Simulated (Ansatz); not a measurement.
# P (Pm-3m)

The calculation used DFT PBE, scalar-relativistic, plane waves, PAW (Ansatz).

Settings: cutoff 420 eV, Γ-centred mesh 22×22×22 on the computed 1-atom cell, Gaussian smearing of 0.10 eV; no spin polarisation.

The structure is relaxed at this level of theory with its symmetry kept, and needn't be the ground state of this composition.

```
P
1.0
     2.44466    0.00000    0.00000
     0.00000    2.44466    0.00000
     0.00000    0.00000    2.44466
P
1
Direct
  0.00000 0.00000 0.00000
```

| Item | Value |
| --- | --- |
| Space group | Pm-3m (No. 221) |
| Volume per atom | 14.61 Å³ |
| Energy over the standard state (uncorrected) | +0.089 eV/atom |
| Kohn–Sham band gap | none (metal) |
| Density of states at the Fermi level | 0.3 states/eV per cell |
| Orbital (Löwdin) character within 0.5 eV of the Fermi level | P 3p 79 %, P 3s 14 %, unprojected 6 % |
| Bader charge by site (e) | P (1 in the cell) 0.00 |

Another cell of P relaxed alike, in R-3m, lies 46 meV/atom lower, so this cell isn't the stable form at this level.

The cell was found from a structure generator's guess, not taken from experiment. Löwdin shares on free-atom orbitals overweight diffuse shells.
